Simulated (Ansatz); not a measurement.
Write the native input for Ansatz 0.2.0 that does the following.

```
Task                : relaxation of cell and atoms
Functional          : RPBE
Potentials or basis : all-electron LAPW, scalar-relativistic
Basis error allowed : 0.001 eV/atom
k mesh              : 7 × 7 × 7
Occupations         : gaussian, width 0.1 eV
Spin                : collinear spin, program default start
```

The system is KCl (Sylvite).

```xyz
2
Lattice="0.0000 3.1465 3.1465 3.1465 0.0000 3.1465 3.1465 3.1465 0.0000" Properties=species:S:1:pos:R:3 pbc="T T T"
K     0.0000    0.0000    0.0000
Cl    3.1465    3.1465    3.1465
```

These files were run (other wordings do the same):

input.yaml

```yaml
crystal:
  lattice:
    - [0.0, 3.14647, 3.14647]
    - [3.14647, 0.0, 3.14647]
    - [3.14647, 3.14647, 0.0]
  atoms:
    - { symbol: K, position: [0.0, 0.0, 0.0] }
    - { symbol: Cl, position: [0.5, 0.5, 0.5] }
kpoints:
  mp_grid: { grid: [7, 7, 7] }
scf:
  occupations: { method: gaussian, width: 0.1 }
hamiltonian:
  xc: rpbe
  pseudopotentials: { kind: all_electron, lapw: { basis_error: 0.001 } }
magnetization:
  spin_polarized: true
output:
  forces: true
  stress: true
relax:
  f_tol: 0.005
  max_steps: 60
  cell: {}
```

Potentials or basis: all-electron LAPW, scalar-relativistic.

Launch:

```sh
$ ansatz run input.yaml --threads 1 --pin off --max-ram 3072MiB --backend cpu --events-out ev --progress --plain --runs-dir out
```

Results of the run:

```yaml
Relaxed_volume: 35.59 Å³/atom
Relaxed_cell: a = 4.652 Å, b = 4.652 Å, c = 4.652 Å, α = 60.00°, β = 60.00°, γ = 60.00°
Space_group_after_relaxing_to_0.05_Å: Fm-3m (No. 225)
Energy_gained_by_relaxing: 29.1 meV/atom
Ionic_steps: 5
Pressure_after_relaxing: 0.0 GPa
Band_gap_on_the_k_mesh: 5.08 eV
Net_moment: 0.00 μB per cell
Absolute_moment: 0.00 μB per cell
```

Caveat: an odd mesh through Γ misses points on the zone boundary, where band edges often lie; the volume moved by +14 % from the deposited cell, more than functionals usually miss.

It took 10 s on 1 thread of Arm Neoverse V2 (shared host), peak memory 0.29 GiB.
